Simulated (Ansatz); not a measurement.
**W: clamped-ion strain scan**

Computed with DFT PBE, scalar-relativistic, plane waves, PAW (Ansatz). Settings: plane waves to 420 eV, k-mesh 20×20×20 (Γ-centred), Gaussian smearing 0.15 eV. Spin–orbit coupling is left out, which can shift energies with elements as heavy as these. No spin polarisation. Energies are free energies at this smearing, counted from the undisturbed cell; pressure is positive in compression.

The undisturbed cell (as given, not relaxed at this level; it stands at -3.1 GPa):

```xyz
1
Lattice="-1.5973 1.5973 1.5973 1.5973 -1.5973 1.5973 1.5973 1.5973 -1.5973" Properties=species:S:1:pos:R:3 pbc="T T T"
W     0.0000    0.0000    0.0000
```

The cell is strained by ε times the Voigt pattern (0, 0, 0, 0, 1, 0) (xx, yy, zz, yz, xz, xy; engineering shear) with fractional coordinates fixed. The cell is metallic on the mesh throughout.

| ε | ΔE (meV/atom) |
| --- | --- |
| -0.1000 | 72.1 |
| -0.0500 | 18.0 |
| 0.0000 | 0.0 |
| 0.0125 | 1.1 |
| 0.0250 | 4.5 |
| 0.0375 | 10.1 |
| 0.0625 | 28.0 |
| 0.0750 | 40.4 |
| 0.0875 | 55.1 |

(1) Predict the stress summed along the pattern (GPa, tension positive) at each point.

Answers

(1)
```
      ε  stress summed along the pattern (GPa, tension positive)
-0.1000                                                   -14.40
-0.0500                                                    -7.09
 0.0000                                                     0.00
 0.0125                                                     1.81
 0.0250                                                     3.58
 0.0375                                                     5.33
 0.0625                                                     8.88
 0.0750                                                    10.70
 0.0875                                                    12.54
```